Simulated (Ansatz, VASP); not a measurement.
## One calculation of C, two programs

```
C
1.0
     2.46729    0.00000    0.00000
    -1.23365    2.13674    0.00000
     0.00000    0.00000    7.80307
C
4
Direct
  0.00000 0.00000 0.25000
  0.00000 0.00000 0.75000
  0.33333 0.66667 0.25000
  0.66667 0.33333 0.75000
```

Alike in both runs: task single point; functional PBE; k mesh 12 × 12 × 4; occupations gaussian, width 0.1 eV; collinear spin.

|  | VASP | Ansatz |
| --- | --- | --- |
| version | VASP 6.6.1 | Ansatz 0.2.0 |
| potentials or method | VASP PAW PBE potentials, release 64 (C) | scalar-relativistic, plane waves, PAW |
| plane-wave cutoff (eV) | 520 | 420 |
| valence electrons in the cell | 16 | 16 |

Ansatz gave:

| Quantity | Value |
| --- | --- |
| gap on the k mesh at the Fermi level (eV) | none |
| pressure (GPa) | -0.1 |
| largest component of the traceless stress (GPa) | 0.47 |
| net moment per atom (μB) | 0.00 |

Task: Estimate VASP's values.

Result: gap on the k mesh at the Fermi level (eV): none; pressure (GPa): 0.3; largest component of the traceless stress (GPa): 0.02; net moment per atom (μB): 0.00.

A gap of «none» marks a metal or a gap that the smearing closes. Ansatz warned: «seeded_moment_not_kept».

Caveats: this functional lacks dispersion, which binds the layers, so the pressure and a relaxed spacing across them are unreliable.
